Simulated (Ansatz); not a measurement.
Mo:

```xyz
1
Lattice="-1.5838 1.5838 1.5838 1.5838 -1.5838 1.5838 1.5838 1.5838 -1.5838" Properties=species:S:1:pos:R:3 pbc="T T T"
Mo    0.0000    0.0000    0.0000
```

* Program: Ansatz 0.2.0
* Task: relaxation of cell and atoms
* Functional: r2SCAN
* Dispersion: D3(BJ)
* Potentials or basis: Ansatz PAW
* Cutoff: 500 eV (not typed: the program's choice for these potentials)
* k mesh: 12 × 12 × 12
* Occupations: fermi-dirac, width 0.05 eV
* Spin: no spin polarisation

At the start: volume 15.89 Å³/atom.

Task: How do energy, volume and symmetry change on relaxing?

Result: It ends after 4 steps and the volume is 15.43 Å³/atom (-2.9 %); space group Im-3m (No. 229, to 0.05 Å).

Step by step:
```tsv
step	energy change (eV)	largest force (eV/Å)	volume (Å³)
1	0.0000	0.0000	15.89
2	-0.0118	0.0000	15.47
3	-0.0119	0.0000	15.43
4	-0.0117	0.0000	15.43
```

Final structure:
```cif
data_structure
_symmetry_space_group_name_H-M 'P 1'
_symmetry_Int_Tables_number 1
_cell_length_a 2.7163
_cell_length_b 2.7163
_cell_length_c 2.7163
_cell_angle_alpha 109.471
_cell_angle_beta 109.471
_cell_angle_gamma 109.471
_cell_volume 15.43
loop_
_atom_site_label
_atom_site_type_symbol
_atom_site_fract_x
_atom_site_fract_y
_atom_site_fract_z
_atom_site_occupancy
Mo1 Mo 0.00000 0.00000 0.00000 1
```

Caveat: the plane-wave basis is chosen anew once the cell has moved, so the energies of steps on either side of that aren't comparable; pairwise dispersion overbinds metals, which lowers pressure and volume; the PAW data sets come from PBE, with cores solved anew for the run's functional, which leaves a small shift of forces and pressure; the dispersion damping was fitted for another functional or another form of the correction.
